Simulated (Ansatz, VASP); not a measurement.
# InAs: VASP beside Ansatz

Wanted: the spread between two codes on one cell, functional and k mesh. The cell is taken from a series of runs on this material, whose earlier steps may have relaxed, scaled, displaced or heated it; both programs get it as it stands.

Program: Ansatz 0.2.0. Level of theory: plane waves, with VASP 6.6.1 beside it; zone-centre phonons at LDA. Results are calculated unless marked as measured.

**1. Set-up**

The structure is tetragonal, space group I-4m2 (No. 119). The conventional cell has a = 4.304 Å, b = 4.304 Å, c = 5.956 Å, α = 90.00°, β = 90.00°, γ = 90.00°. As has 4 In at 2.62 Å nearest. Nearest to In lie 4 As at 2.62 Å. Farther neighbours are not listed.

**2. Ansatz: zone-centre phonons, LDA**

Ansatz runs on its PAW soft_1 files.

Second derivatives magnify differences that forces hide, and they need a tight electronic threshold.

Input file input.yaml:

```yaml
crystal:
  lattice:
    - [0.0, 3.0430407647, 2.9781847662]
    - [3.0430407647, 0.0, 2.9781847662]
    - [3.0430407647, 3.0430407647, 0.0]
  atoms:
    - { symbol: As, position: [0.75, 0.75, 0.75] }
    - { symbol: In, position: [0.0, 0.0, 0.0] }
kpoints:
  mp_grid: { grid: [12, 12, 12] }
hamiltonian:
  xc: lda
  pseudopotentials: { kind: paw, azcp: { folder: soft_1 }, xc_functional: pbe }
scf:
  occupations: { method: methfessel_paxton, width: 0.2 }
output:
  eigenvalues: true
phonons:
  method: dfpt
```

Command:

```sh
> ansatz run input.yaml --threads 4 --pin off --max-ram 10240MiB --backend cpu --events-out ev --progress --plain --runs-dir out
```

Numbers of over 12 decimals in the logs are rounded to 6 here.

What it wrote:

```text
zone centre: on kpoints.mp_grid the ground state, and the responses unless they are solved on pairs of k-points, stand on 280 of the mesh's 1728 k-points, reduced under 4 symmetry operations, with k and −k counted as one. Each operation leaves every solved displacement unchanged or reverses it
Engine: ansatz 0.2.0, aarch64-unknown-linux-gnu
Pseudopotentials: kind: paw
Pseudopotential: As, paw, valence charge 15, recommended cutoff 420 eV (normal), soft_1/As.paw.azcp
Pseudopotential: In, paw, valence charge 13, recommended cutoff 420 eV (normal), soft_1/In.paw.azcp
Functional definition: SPW92
  exchange = slater_x
  correlation = pw_c
Crystal: 2 atoms, lattice volume = 55.157 Å³
Basis set: ecut = 420 eV, 1065 PW (Γ), exchange–correlation on 60×60×60 points (8 copies of the dense FFT grid, shifted against one another)
Bands: 18, of which v1, the nominal top of the filled ones, is band 14 counted from 1 (13 counted from 0)
Symmetry: 8 space group operations
k-points: 280 of 1728 (irreducible under 4 space group operations, time reversal used)
Non-local potential: As, projectors of the file, l = 0: 2, l = 1: 2, l = 2: 3, l = 3: 1
Non-local potential: In, projectors of the file, l = 0: 2, l = 1: 2, l = 2: 2, l = 3: 1
PAW form: soft (Blöchl's): semilocal exchange-correlation on the pseudo side does not see the compensation charge
PAW frozen core: As, regenerated for the run's functional, and the local potential with it (the file was generated under x = pbe(κ = 0.804, μ = 0.219515), c = pbe(β = 0.066725))
PAW frozen core: In, regenerated for the run's functional, and the local potential with it (the file was generated under x = pbe(κ = 0.804, μ = 0.219515), c = pbe(β = 0.066725))
PAW one-centre angular grid: As, 590 points (default); XC on 64 Gauss nodes
PAW one-centre angular grid: In, 590 points (default); XC on 64 Gauss nodes
Initial density: superposition of atomic densities (chi_scale 0.1, normalization cell, long waves kept (reshape's long-wave potential 0.00 eV rms))
Initial wavefunctions: pseudopotential atomic-orbital guess
Functional: x = slater, c = lda
SCF iter   1: F=—  HF=-10231.425954 eV  |F-HF|=—  |Δ(HF+E_count)|=         —  Δρ=2.79e-2  dr2=3.79e-1  ethr=3.10e-3  ⟨swp⟩=5.3  Hψ=25684  notcnv=0
preconditioner: auto → Kerker (q_TF=auto, 2.437 Å⁻¹)  [metal: Δε(μ)=0.103 eV  Ē_g=14.670 eV  σ=0.200 eV  W_gap=0.40  n_scr=14 (ndim 8)  ℏωp=21.2 eV  f_vac=0.007  D(μ)=0.05/eV (n_scr^D=0)]
SCF iter   2: F=—  HF=-10231.351150 eV  |F-HF|=—  |Δ(HF+E_count)|=   7.48e-2  S|Δr|=    0.00e0  Δρ=1.76e-2  dr2=1.71e-1  ethr=1.35e-3  ⟨swp⟩=2.0  Hψ=8279  notcnv=0
SCF iter   3: F=—  HF=-10231.300730 eV  |F-HF|=—  |Δ(HF+E_count)|=   5.04e-2  S|Δr|=    0.00e0  Δρ=3.23e-3  dr2=1.10e-2  ethr=6.10e-4  ⟨swp⟩=2.9  Hψ=7189  notcnv=0
SCF iter   4: F=—  HF=-10231.299614 eV  |F-HF|=—  |Δ(HF+E_count)|=   1.12e-3  S|Δr|=    0.00e0  Δρ=1.31e-3  dr2=2.11e-3  ethr=3.93e-5  ⟨swp⟩=2.1  Hψ=7550  notcnv=0
SCF iter   5: F=—  HF=-10231.299639 eV  |F-HF|=—  |Δ(HF+E_count)|=   2.42e-5  S|Δr|=    0.00e0  Δρ=3.91e-4  dr2=1.28e-4  ethr=7.53e-6  ⟨swp⟩=2.0  Hψ=8892  notcnv=0
SCF iter   6: F=—  HF=-10231.299589 eV  |F-HF|=—  |Δ(HF+E_count)|=   4.93e-5  S|Δr|=    0.00e0  Δρ=1.84e-4  dr2=1.87e-5  ethr=4.57e-7  ⟨swp⟩=2.0  Hψ=8961  notcnv=0
SCF iter   7: F=—  HF=-10231.299583 eV  |F-HF|=—  |Δ(HF+E_count)|=   6.61e-6  S|Δr|=    0.00e0  Δρ=5.37e-5  dr2=1.58e-6  ethr=6.67e-8  ⟨swp⟩=2.0  Hψ=8934  notcnv=0
SCF iter   8: F=—  HF=-10231.299583 eV  |F-HF|=—  |Δ(HF+E_count)|=   2.21e-7  S|Δr|=    0.00e0  Δρ=7.81e-6  dr2=4.09e-8  ethr=5.63e-9  ⟨swp⟩=2.0  Hψ=8961  notcnv=0
SCF iter   9: F=—  HF=-10231.299583 eV  |F-HF|=—  |Δ(HF+E_count)|=   1.56e-8  S|Δr|=    0.00e0  Δρ=1.93e-6  dr2=4.60e-9  ethr=1.46e-10  ⟨swp⟩=2.0  Hψ=8961  notcnv=0
SCF iter  10: F=—  HF=-10231.299583 eV  |F-HF|=—  |Δ(HF+E_count)|=   1.43e-9  S|Δr|=    0.00e0  Δρ=5.31e-7  dr2=2.97e-10  ethr=1.64e-11  ⟨swp⟩=1.9  Hψ=5444  notcnv=0
SCF iter  11: F=-10231.299583 eV  HF=-10231.299583 eV  |F-HF|=5.46e-12  |Δ(HF+E_count)|=  6.73e-11  S|Δr|=    0.00e0  Δρ=1.01e-7  dr2=7.04e-12  ethr=1.00e-12  ⟨swp⟩=5.0  Hψ=23008  notcnv=0
SCF 1 converged in 11 iterations: F = -10231.299583 eV  dr2 = 7.04e-12
  greatest PAW one-centre occupation: 0.999 electrons in one spin orbital (limit 2), on the As atom at site 0 (counted from 0), in its partial waves of l = 2
DFPT response loops at Γ: preconditioner auto → Kerker (q_TF=auto, 2.437 Å⁻¹) (partly filled bands, converged f_vac=0.087); β = 1.00, the filter's whole step (`scf.mixing.beta` (0.50) is not read by the response loops under this deck's `scf.mixing.preconditioner`; to damp them name `kerker` or `kerker_dos`, under which they read `scf.mixing.beta`, and type it under 1.00, their step now; both keys bind the ground state too); Broyden in place of MSR1
SCF converged after 11 iterations
Stability not checked: this state was not tested for a lower state beside it, because cold or Methfessel-Paxton smearing, or corrected tetrahedra, fill the levels in a way that the test cannot read (fill_not_monotonic; see scf.lower_state_search)
Free energy (F): -10231.299583 eV
Harris-Foulkes:  -10231.299583 eV  (|F-HF|=5.46e-12)
Internal energy: -10231.300010 eV  (E = F + TS)
E sigma→0 (E₀):  -10231.299690 eV
Entropy (-TS):   0.000427 eV (0.213 meV/atom)
Fermi energy:    7.439125 eV
Step filling:    the computed levels leave a gap of 0.1013 eV = 0.5 smearing widths at the electron count; against every level under it full and every level over it empty, smearing changes F+E_penalty+E_count by +0.209 meV and its σ→0 estimate by +0.103 meV
--- Per-component energies (eV) ---
  E_band       = -326.528196
  E_kinetic    = 318.333497
  E_local      = -3482.811145  (includes V_loc(G=0)·N_el)
  E_nonlocal   = -59.475872
  E_hartree    = 1729.640324
  E_xc         = -212.272405
  E_vxc        = -164.598480  (∫ρ·V_xc dr)
  E_paw        = -6001.830522  (= ΣΔE_a)
  E_vpaw       = -397.256944  (= ΣTr[D̂ρ^β])
  E_aug_tail   = 0.000082  (compensation charges beyond the density's cutoff)
  E_ewald      = -2525.243733
  E_core_change = 2.359764  (= ΣΔE_core)
  E_smearing   = 0.000427  (= −TS)
  E_closure    = -0.000000  (closes the sum)
  Σ components = -10231.299583   (vs F -10231.299583, Δ=0.00e0)
--- Band table (eV; the first three rows and the last of 280) ---
  k-point 0: bands = [... 10 lower, -4.5623, 6.9573, 7.3544, 7.3544, 7.4557, 11.1983, 11.2428, 11.2428]
  k-point 1: bands = [... 10 lower, -4.4889, 6.0034, 7.2583, 7.3315, 8.0877, 11.2296, 11.3681, 11.3767]
  k-point 2: bands = [... 10 lower, -4.2769, 4.7865, 7.0250, 7.1144, 8.4888, 11.5515, 11.6762, 11.7227]
  k-point 279: bands = [... 10 lower, -2.4951, 1.5393, 4.9626, 4.9626, 8.7474, 9.2175, 16.5133, 16.5385]
--- Phonons (Γ-DFPT): 4 representative perturbations + reference, on 280 of 1728 k-points (Σ response iterations 12) ---
  k mesh reduced under 4 symmetry operations, with k and −k counted as one. Each operation leaves every solved displacement unchanged or reverses it
  ASR residual: 9.180e-5 → 0.000e0 eV/Å²; symmetrization residual: 2.011e-5 eV/Å²
  ASR residual per site (eV/Å²): 3.53e-5 9.18e-5
  Γ frequencies (cm⁻¹): 0.00 0.00 0.00 210.63 211.69 211.69
  non-analytic LO–TO correction: not included (Born effective charges unavailable; polar crystals: no LO–TO splitting at Γ)
```

[end of part 1 of 2]

[Lines on the potential files, build, host, timing and source positions are cut from VASP's logs without a mark.]

[Logs are printed without paths, hosts, clocks, repeated set-up lines and the standing remarks that a program may print on its own settings, such as how far it seeks lower states.]

[Hosts, paths, dates, database ids (printed as entryN), source tags and the programs' standing remarks are cut or masked in the printed files.]
